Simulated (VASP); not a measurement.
# C (Cmmm) in VASP: reference runs

Reference runs on C: the cell as given and a disturbed copy.

Everything below comes from runs of VASP 6.6.1. Logs are shortened: lines on timing, memory, paths and dates and some standing lists are left out, and cuts for length are marked.

## Step 1: The structure

The structure is orthorhombic, space group Cmmm (No. 65). Conventional cell: a = 4.230 Å, b = 8.719 Å, c = 2.500 Å, α = 90.00°, β = 90.00°, γ = 90.00°. C (site symmetry m) has 4 C at 1.52 to 1.56 Å as nearest neighbours. C (site symmetry m) has 4 C at 1.52 to 1.57 Å as nearest neighbours.

This isn't the form of C at room conditions, which is graphite.

## Step 2: Single point, PBE

The input, INCAR:

```
ALGO = Normal ; EDIFF = 1E-7
ENCUT = 520 ; GGA = PE
ISIF = 2 ; ISMEAR = -1
LASPH = T ; LCHARG = F
LREAL = F ; LWAVE = F
NBANDS = 26 ; NELM = 60
PREC = Accurate ; SIGMA = 0.05
```

The input, KPOINTS:

```
k-points
0
Gamma
  7 7 11
```

The input, POSCAR:

```
C
1.0
    2.1152112750     -4.3593114900      0.0000000000
    2.1152112750      4.3593114900      0.0000000000
    0.0000000000      0.0000000000      2.4995961300
C
8
Direct
    0.2263750000      0.4047290900      0.5000000000
    0.7736250000      0.5952709100      0.5000000000
    0.5952709100      0.7736250000      0.5000000000
    0.4047290900      0.2263750000      0.5000000000
    0.9813907600      0.6482151200      0.0000000000
    0.0186092400      0.3517848800      0.0000000000
    0.3517848800      0.0186092400      0.0000000000
    0.6482151200      0.9813907600      0.0000000000
```

Potentials or basis: VASP PAW PBE potentials, release 64 (C).

Run with:

```bash
> cat potpaw_PBE.64/C/POTCAR > POTCAR
> mpirun -np 1 vasp_std > vasp.out
```

OUTCAR:

```text
EDIFF = 1E-7
   ENCUT = 520
   GGA = PE
   ISIF = 2
   ISMEAR = -1
   LASPH = T
   LREAL = F
   NELM = 60
   PREC = Accurate

 ion  position               nearest neighbor table
   1  0.226  0.405  0.500-   6 1.52   6 1.52   4 1.56   3 1.56
   2  0.774  0.595  0.500-   5 1.52   5 1.52   3 1.56   4 1.56
   3  0.595  0.774  0.500-   8 1.52   8 1.52   2 1.56   1 1.56
   4  0.405  0.226  0.500-   7 1.52   7 1.52   1 1.56   2 1.56
   5  0.981  0.648  0.000-   2 1.52   2 1.52   6 1.55   7 1.57
   6  0.019  0.352  0.000-   1 1.52   1 1.52   5 1.55   8 1.57
   7  0.352  0.019  0.000-   4 1.52   4 1.52   8 1.55   5 1.57
   8  0.648  0.981  0.000-   3 1.52   3 1.52   7 1.55   6 1.57

  LATTYP: Found a base centered orthorhombic cell.
 ALAT       =     4.2304225500
 B/A-ratio  =     2.0609343102
 C/A-ratio  =     0.5908620476

  Lattice vectors:

 A1 = (   2.1152112750,  -4.3593114900,   0.0000000000)
 A2 = (   2.1152112750,   4.3593114900,   0.0000000000)
 A3 = (   0.0000000000,   0.0000000000,   2.4995961300)

Analysis of symmetry for initial positions (statically):
=====================================================================
 Subroutine PRICEL returns:
 Original cell was already a primitive cell.

 Routine SETGRP: Setting up the symmetry group for a
 base centered orthorhombic supercell.

 Subroutine GETGRP returns: Found  8 space group operations
 (whereof  8 operations were pure point group operations)
 out of a pool of  8 trial point group operations.

The static configuration has the point symmetry D_2h.

Analysis of symmetry for dynamics (positions and initial velocities):
=====================================================================
 Subroutine PRICEL returns:
 Original cell was already a primitive cell.

 Routine SETGRP: Setting up the symmetry group for a
 base centered orthorhombic supercell.

 Subroutine GETGRP returns: Found  8 space group operations
 (whereof  8 operations were pure point group operations)
 out of a pool of  8 trial point group operations.

The dynamic configuration has the point symmetry D_2h.

 Subroutine INISYM returns: Found  8 space group operations
 (whereof  8 operations are pure point group operations),
 and found     1 'primitive' translations

----------------------------------------------------------------------------------------

                                     Primitive cell

  volume of cell :      46.0969

  direct lattice vectors                    reciprocal lattice vectors
     2.115211275 -4.359311490  0.000000000     0.236383006 -0.114697011  0.000000000
     2.115211275  4.359311490  0.000000000     0.236383006  0.114697011  0.000000000
     0.000000000  0.000000000  2.499596130     0.000000000  0.000000000  0.400064630

  length of vectors
     4.845380832  4.845380832  2.499596130     0.262740043  0.262740043  0.400064630

  position of ions in fractional coordinates (direct lattice)
     0.226375000  0.404729090  0.500000000
     0.773625000  0.595270910  0.500000000
     0.595270910  0.773625000  0.500000000
     0.404729090  0.226375000  0.500000000
     0.981390760  0.648215120  0.000000000
     0.018609240  0.351784880  0.000000000
     0.351784880  0.018609240  0.000000000
     0.648215120  0.981390760  0.000000000

  ion indices of the primitive-cell ions
   primitive index   ion index
                 1           1
                 2           2
                 3           3
                 4           4
                 5           5
                 6           6
                 7           7
                 8           8

----------------------------------------------------------------------------------------

 KPOINTS: k-points

Automatic generation of k-mesh.
 Grid dimensions read from file:
 generate k-points for:    7    7   11

 Generating k-lattice:

  Cartesian coordinates                     Fractional coordinates (reciprocal lattice)
     0.033769001 -0.016385287  0.000000000     0.142857143  0.000000000  0.000000000
     0.033769001  0.016385287  0.000000000     0.000000000  0.142857143  0.000000000
     0.000000000  0.000000000  0.036369512     0.000000000  0.000000000  0.090909091

  Length of vectors
     0.037534292  0.037534292  0.036369512

  Shift w.r.t. Gamma in fractional coordinates (k-lattice)
     0.000000000  0.000000000  0.000000000

 Subroutine IBZKPT returns following result:
 ===========================================

 Found     96 irreducible k-points:

 Following reciprocal coordinates:
            Coordinates               Weight
  0.000000  0.000000  0.000000      1.000000
  0.142857  0.000000  0.000000      4.000000
  0.285714  0.000000  0.000000      4.000000
  0.428571 -0.000000  0.000000      4.000000
  0.142857  0.142857  0.000000      2.000000
  0.285714  0.142857  0.000000      4.000000
[... 16 lines left out ...]
  0.428571  0.142857  0.090909      8.000000
 -0.428571  0.142857  0.090909      8.000000
 [... further k-points ...]
   k-points           NKPTS =     96   k-points in BZ     NKDIM =     96   number of bands    NBANDS=     26
   number of dos      NEDOS =    301   number of ions     NIONS =      8
   total plane-waves  NPLWV =  25920
   dimension x,y,z NGX =    36 NGY =   36 NGZ =   20
   dimension x,y,z NGXF=    72 NGYF=   72 NGZF=   40
   ions per type =               8
   NGX,Y,Z   is equivalent  to a cutoff of  12.35, 12.35, 13.30 a.u.
   NGXF,Y,Z  is equivalent  to a cutoff of  24.70, 24.70, 26.60 a.u.
 SYSTEM =  unknown system
   PREC   = accura    normal or accurate (medium, high low for compatibility)
   ISTART =      0    job   : 0-new  1-cont  2-samecut
   ICHARG =      2    charge: 1-file 2-atom 10-const
   ISPIN  =      1    spin polarized calculation?
   LNONCOLLINEAR =      F non collinear calculations
   LSORBIT =      F    spin-orbit coupling
   LASPH  =      T    aspherical Exc in radial PAW
   ENCUT  =  520.0 eV  38.22 Ry    6.18 a.u.   9.01  9.01  4.65*2*pi/ulx,y,z
   NELM   =     60;   NELMIN=  2; NELMDL= -5     # of ELM steps
   EDIFF  = 0.1E-06   stopping-criterion for ELM
   LREAL  =      F    real-space projection
   EDIFFG = 0.1E-05   stopping-criterion for IOM
   NSW    =      0    number of steps for IOM
   IBRION =     -1    ionic relax: 0-MD 1-quasi-New 2-CG
   NFREE  =      0    steps in history (QN), initial steepest desc. (CG)
   ISIF   =      2    stress and relaxation
   ISYM   =      2    0-nonsym 1-usesym 2-fastsym
   POTIM  = 0.5000    time-step for ionic-motion
   TEBEG  =    0.0;   TEEND  =   0.0 temperature during run
   PSTRESS=    0.0 pullay stress
   NELECT =      32.0000    total number of electrons
   NUPDOWN=      -1.0000    fix difference up-down
   EMIN   =  10.00;   EMAX   =-10.00  energy-range for DOS
   EFERMI =   0.00;   METHOD = LEGACY
   ISMEAR =    -1;   SIGMA  =   0.05  broadening in eV -4-tet -1-fermi 0-gaus
   EFERMI_NEDOS =   21; number of points for ismear=-14 and -15
   IALGO  =     38    algorithm
   IMIX   =      4    mixing-type and parameters
     AMIX     =   0.40;   BMIX     =  1.00
     AMIX_MAG =   1.60;   BMIX_MAG =  1.00
  volume/ion in A,a.u.               =       5.76        38.88
  Fermi-wavevector in a.u.,A,eV,Ry     =   1.449554  2.739259 28.588644  2.101206
  Thomas-Fermi vector in A             =   2.567267
   LORBIT       =      0    0 simple, 1 ext, 2 COOP (PROOUT), +10 PAW based schemes
   GGA     = PE    functional components
   LHFCALC =     F    Hartree Fock is set to
   AEXX    =    0.0000 exact exchange contribution
   IVDW    =     0    specifies the selected vdW correction
   LEPSILON=     F    determine dielectric tensor
   LRPA    =     F    only Hartree local field effects (RPA)
 non-spin polarized calculation
  energy-cutoff  :      520.00
  volume of cell :       46.10
 maximum number of plane-waves:      1262
   NGX = 17   NGY = 17   NGZ =  9

 number of electron      32.0000003 magnetization

 Free energy of the ion-electron system (eV)
  ---------------------------------------------------
  ext. energy  EPLUGINS =         0.00000000
  ---------------------------------------------------
  free energy    TOTEN  =       -71.68823598 eV

  energy without entropy =      -71.68823598  energy(sigma->0) =      -71.68823598

 E-fermi :  10.5937     XC(G=0): -13.1120

 val. band max:        9.5609197106   @ k =  -0.4286   0.4286   0.0000
 cond. band min:      13.0591128917   @ k =  -0.4286   0.4286   0.2727
 fundamental gap:      3.4981931811
 Fermi energy:        10.5937225540

 k-point     1 :       0.0000    0.0000    0.0000
  band No.  band energies     occupation
      1     -11.9799      2.00000
      2      -6.7595      2.00000
      3      -5.6729      2.00000
      4      -5.3661      2.00000
      5      -4.7927      2.00000
      6      -2.5656      2.00000
[... 18 lines left out ...]
     25      19.5419      0.00000
     26      20.0916      0.00000

 k-point     2 :       0.1429    0.0000    0.0000
  band No.  band energies     occupation
      1     -11.8214      2.00000
      2      -7.0471      2.00000
      3      -6.3965      2.00000
      4      -5.6924      2.00000
      5      -4.3744      2.00000
      6      -1.6498      2.00000
[... 18 lines left out ...]
     25      19.4045      0.00000
     26      21.1274      0.00000

 k-point     3 :       0.2857    0.0000    0.0000
  band No.  band energies     occupation
      1     -11.3537      2.00000
      2      -8.0331      2.00000
      3      -7.2022      2.00000
      4      -6.1342      2.00000
      5      -3.2996      2.00000
      6      -0.0162      2.00000
[... 572 lines left out ...]
 k-point    23 :       0.4286    0.1429    0.0909
  band No.  band energies     occupation
      1     -10.1753      2.00000
      2      -9.3587      2.00000
      3      -8.0741      2.00000
      4      -5.4126      2.00000
      5      -1.7438      2.00000
      6       0.0295      2.00000
[... 18 lines left out ...]
     25      19.5796      0.00000
     26      20.5993      0.00000

 k-point    24 :      -0.4286    0.1429    0.0909
  band No.  band energies     occupation
      1     -10.8451      2.00000
      2      -8.6264      2.00000
      3      -7.8569      2.00000
      4      -4.9654      2.00000
      5      -1.9538      2.00000
      6       0.0928      2.00000
[... 18 lines left out ...]
     25      19.7827      0.00000
     26      19.9254      0.00000

 [... further k-points ...]

------------------------ aborting loop because EDIFF is reached ----------------------------------------

  FORCE on cell =-STRESS in cart. coord.  units (eV):
  Direction    XX          YY          ZZ          XY          YZ          ZX
  --------------------------------------------------------------------------------------
  -------------------------------------------------------------------------------------
  Total        2.1934047      2.1880402      2.2972814      0.0000000      0.0000000      0.0000000
  in kB       76.2356052     76.0491536     79.8460207      0.0000000      0.0000000      0.0000000
  external PRESSURE =      77.3769265 kB  Pullay stress =       0.0000000 kB

 VOLUME and BASIS-vectors are now :
 -----------------------------------------------------------------------------
  energy-cutoff  :      520.00
  volume of cell :       46.10
      direct lattice vectors                 reciprocal lattice vectors
     2.115211275 -4.359311490  0.000000000     0.236383006 -0.114697011  0.000000000
     2.115211275  4.359311490  0.000000000     0.236383006  0.114697011  0.000000000
     0.000000000  0.000000000  2.499596130     0.000000000  0.000000000  0.400064630

 POSITION                                       TOTAL-FORCE (eV/Angst)
 -----------------------------------------------------------------------------------
      1.33492      0.77750      1.24980        -0.050265      0.008208      0.000000
      2.89550     -0.77750      1.24980         0.050265     -0.008208     -0.000000
      2.89550      0.77750      1.24980         0.050265      0.008208     -0.000000
      1.33492     -0.77750      1.24980        -0.050265     -0.008208      0.000000
      3.44696     -1.45242      0.00000         0.032095     -0.005970      0.000000
      0.78346      1.45242      0.00000        -0.032095      0.005970      0.000000
      0.78346     -1.45242      0.00000        -0.032095     -0.005970      0.000000
      3.44696      1.45242      0.00000         0.032095      0.005970     -0.000000
 -----------------------------------------------------------------------------------
    total drift:                                0.000000     -0.000000      0.000000

  FREE ENERGIE OF THE ION-ELECTRON SYSTEM (eV)
  ---------------------------------------------------
  free  energy   TOTEN  =       -71.6882359793 eV

  energy  without entropy=      -71.6882359793  energy(sigma->0) =      -71.68823598
```

Wall time 65 s (1 thread of Intel Xeon Platinum 8375C at 2.90GHz (Ice Lake), shared host); peak memory 0.21 GiB.

What came out:

```yaml
Free_energy: -71.6882 eV
Pressure: 7.7 GPa
Largest_force: 0.051 eV/Å
Band_gap_on_the_k_mesh: 3.50 eV, indirect (least direct gap 5.01 eV)
```

Forces on the atoms (eV/Å):
```
C   -0.050  0.008  0.000
C    0.050 -0.008  0.000
C    0.050  0.008  0.000
C   -0.050 -0.008  0.000
C    0.032 -0.006  0.000
C   -0.032  0.006  0.000
C   -0.032 -0.006  0.000
C    0.032  0.006  0.000
```

Levels at points of the mesh, in eV from the valence-band top:
| k point | band 13 | band 14 | band 15 | band 16 | band 17 | band 18 | band 19 | band 20 |
| --- | --- | --- | --- | --- | --- | --- | --- | --- |
| (0.00, 0.00, 0.00) | -1.98 | -1.86 | -1.68 | -1.07 | 4.81 | 5.03 | 5.24 | 5.44 |

Caveat: an odd mesh through Γ misses points on the zone boundary, where band edges often lie.

## Step 3: Single point, PBE (atoms moved at random, drawn with an rms of 0.05 Å)

The input, INCAR:

```
SYSTEM = C
ALGO = Normal
EDIFF = 1E-7
ENCUT = 520
GGA = PE
ISIF = 2
ISMEAR = -1
LASPH = .True.
LCHARG = .True.
LELF = .True.
LREAL = .False.
LVHAR = .True.
LWAVE = .False.
NBANDS = 26
NELM = 80
PREC = Accurate
SIGMA = 0.05
```

The input, KPOINTS:

```
k-points
0
Gamma
  7 7 11
  0 0 0
```

The input, POSCAR:

```
C
1.0
    2.1152112750     -4.3593114900      0.0000000000
    2.1152112750      4.3593114900      0.0000000000
    0.0000000000      0.0000000000      2.4995961300
C
8
Direct
    0.2120120000      0.3985460000      0.4837380000
    0.7747670000      0.5878500000      0.4925580000
    0.5960820000      0.7653020000      0.5166980000
    0.4176080000      0.2271930000      0.5032270000
    0.9654120000      0.6453150000      0.0069510000
    0.0117150000      0.3501330000     -0.0265430000
    0.3504360000      0.0130310000     -0.0105400000
    0.6415950000      0.9769900000     -0.0147910000
```

Potentials or basis: VASP PAW PBE potentials, release 64 (C).

Run with:

```bash
> cat potpaw_PBE.64/C/POTCAR > POTCAR
> mpirun -np 1 vasp_std > vasp.out
```

Run time: 3.7 min. Hardware: 1 thread of Intel Xeon Platinum 8375C at 2.90GHz (Ice Lake), shared host; peak memory 0.32 GiB.

The run converged. Its results:

```yaml
Free_energy: -71.1268 eV
Pressure: 10.4 GPa
Largest_force: 4.322 eV/Å
Band_gap_on_the_k_mesh: 3.04 eV, indirect (least direct gap 4.33 eV)
```

Forces in eV/Å, atoms in the order of the input:
```
C    1.407 -1.892  0.076
C   -0.458  2.716  1.968
C   -0.358  1.395 -2.892
C   -2.182  1.841 -1.438
C    2.096 -3.072 -2.203
C   -0.450 -0.031  1.549
C   -0.047  0.365  1.156
C   -0.008 -1.321  1.783
```

Stress tensor (GPa, compression positive):
```
10.21 -1.69 -2.17
-1.69  8.13  1.78
-2.17  1.78 12.93
```

Levels at points of the mesh, in eV from the valence-band top:
| k point | band 13 | band 14 | band 15 | band 16 | band 17 | band 18 | band 19 | band 20 |
| --- | --- | --- | --- | --- | --- | --- | --- | --- |
| (0.00, 0.00, 0.00) | -2.89 | -2.50 | -1.88 | -1.23 | 3.87 | 4.19 | 4.75 | 5.10 |

Caveat: an odd mesh through Γ misses points on the zone boundary, where band edges often lie.
